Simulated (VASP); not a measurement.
Input of a VASP 6.6.1 run:

Contents of INCAR:

```
PREC = Accurate ; ENCUT = 600
EDIFF = 1E-6 ; ISMEAR = -1
SIGMA = 0.05 ; LREAL = False
LASPH = True ; NELM = 120
ALGO = Normal ; ISIF = 3
LWAVE = False ; LCHARG = False
ISPIN = 2 ; MAGMOM = 1
LORBIT = 11 ; LMAXMIX = 4
GGA = PE ; IVDW = 13
IBRION = 2 ; NSW = 40
EDIFFG = -0.01
```

File KPOINTS:

```
regular mesh
0
Gamma
  13 13 13
```

The input POSCAR:

```
Ni
1.0
    0.0000000000      1.7375729330      1.7375729330
    1.7375729330      0.0000000000      1.7375729330
    1.7375729330      1.7375729330      0.0000000000
Ni
1
Direct
    0.0000000000      0.0000000000      0.0000000000
```

Potentials or basis: VASP PAW PBE potentials, release 64 (Ni).

Launch:

```bash
$ cat potpaw_PBE.64/Ni/POTCAR > POTCAR
$ mpirun -np 1 vasp_std > vasp.out
```

(1) What does it give for the net moment?

(2) What does it give for the relaxed volume?

(3) What does it give for the dispersion energy per atom?

(4) Estimate the relaxed cell.

Answers

(1) 0.62 μB per cell.

(2) 10.55 Å³/atom.

(3) -0.468 eV.

(4) a = 2.462 Å, b = 2.462 Å, c = 2.462 Å, α = 60.00°, β = 60.00°, γ = 60.00°.

Caveat: pairwise dispersion overbinds metals, which lowers pressure and volume.
